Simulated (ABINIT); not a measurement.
SnO:

```
CELL_PARAMETERS angstrom
3.42437 0.00000 0.00000
-1.71219 2.96559 0.00000
0.00000 0.00000 6.38239
ATOMIC_POSITIONS crystal
Sn 0.33333 0.66667 0.25000
Sn 0.66667 0.33333 0.75000
O 0.00000 0.00000 0.00000
O 0.00000 0.00000 0.50000
```

The cell was built by a generator and needn't be a form met in nature.

Base run:

| Quantity | Value |
| --- | --- |
| Program | ABINIT 10.8.3 (patched build) |
| Functional | revPBE |
| Potentials or basis | PseudoDojo NC SR PBE v0.4.1 standard |
| Cutoff | 1143 eV |
| k mesh | 7 × 7 × 3 |
| Occupations | fermi-dirac, width 0.05 eV |
| Spin | no spin polarisation |

Its results: band gap on the k mesh none (metal or under the smearing width); pressure 2.2 GPa.

The run is repeated on the same cell with these changes: functional from revPBE to LDA; potentials or basis from PseudoDojo NC SR PBE v0.4.1 standard to PseudoDojo NC SR LDA v0.4.1 standard. What comes out?

Band gap on the k mesh none (metal or under the smearing width); pressure -7.1 GPa.

Caveats: the potentials were made for another functional, which shifts forces and pressure (some runs).

Not every run made on this cell is shown here.
